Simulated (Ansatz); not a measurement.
Relaxed GeTe (alpha-GeTe type, space group R3m):

```
GeTe
1.0
    4.18701     2.41737     7.37359
   -2.09351     1.20869     3.68680
    0.00000    -2.41737     3.68680
Ge Te
2 2
Direct
  0.11592   0.23184   0.23184
  0.61592   0.23184   0.23184
  0.38408   0.76816   0.76816
  0.88408   0.76816   0.76816
```

A phonon eigenvector at L = (0.5, 0.0, 0.0) is frozen into this cell: atom i moves by Q times the vector below, so Q is the largest atomic displacement, in Å. The cell is held. (q is in reciprocal vectors of the primitive cell; the cell shown is doubled to hold the pattern.)

| atom | x | y | z |
|---|---|---|---|
| Ge1 | 0.500 | -0.866 | 0.000 |
| Ge2 | -0.500 | 0.866 | 0.000 |
| Te3 | -0.417 | 0.722 | 0.000 |
| Te4 | 0.417 | -0.722 | 0.000 |

Method: r2SCAN (plane waves to 500 eV, PAW, scalar-relativistic; Ansatz, a first-principles code). k mesh 5×10×10 (Γ-centred), Fermi-Dirac smearing 0.05 eV. Energies are smeared free energies. GeTe was relaxed with its symmetry unable to fall. Spin-orbit coupling is left out, though Te is heavy. The zero of ΔE is the undisplaced structure.

```
Q (Å)   ΔE (meV/cell)
------  -------------
-0.180          104.2
-0.150           72.5
-0.120           46.5
-0.090       withheld
-0.060           11.7
-0.030            2.9
0.000             0.0
0.030             2.9
0.060            11.7
0.090        withheld
0.120            46.5
0.150            72.5
0.180           104.2
```

### Question
Fit an even polynomial form (powers 2, 4) to the given rows and predict ΔE at Q = 0.090.

### Answer
Least squares on the 11 given rows: ΔE = (3240)·Q² + (-742.4)·Q⁴, in meV/cell with Q in Å; root-mean-square residual 0.02 meV/cell. At 0.090 the fit gives 26.2 meV/cell; the calculation gives 26.2 meV/cell, the same to the digits shown. The quadratic term alone would give 26.2 meV/cell.

(A displaced cell: forces are minus the slopes of the energy, force constants its curvatures, and phonons follow from these.)
